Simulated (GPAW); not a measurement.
Pd, 1 atom in the cell. It takes space group Fm-3m (No. 225, cubic). The conventional cell has a = 3.893 Å, b = 3.893 Å, c = 3.893 Å, α = 90.00°, β = 90.00°, γ = 90.00°. Pd (site symmetry m-3m) has 12 Pd at 2.75 Å as nearest neighbours. 

```yaml
Program: GPAW 26.7.0
Task: band structure
Functional: revPBE
Potentials_or_basis: the program's PAW data sets (release 1.2.1) made for this functional
Cutoff: 600 eV
Basis: pw
k_mesh: 9 × 9 × 9
Occupations: fermi-dirac, width 0.05 eV
Spin: spin-orbit coupling, no magnetisation
Maxiter: 150
Band_path: GXWKGLUWLK,UX
Band_points: 100
spin_axis_theta_degrees: 54.7
spin_axis_phi_degrees: 45
Soc_after_scf: second variation
```

Potentials or basis: the program's PAW data sets (release 1.2.1) made for this functional, pw.

Launch:

```sh
$ OMP_NUM_THREADS=1 python run.py
```

Hardware: 1 thread of AMD EPYC 9R14 (Zen 4), with other jobs on the host.

Estimate the wall time of this run.

It took 9.7 s on 1 thread of AMD EPYC 9R14 (Zen 4), on a shared host, peak memory 0.21 GiB. Counts: scf iterations 12, plane waves 531, bands 17, k points 35.
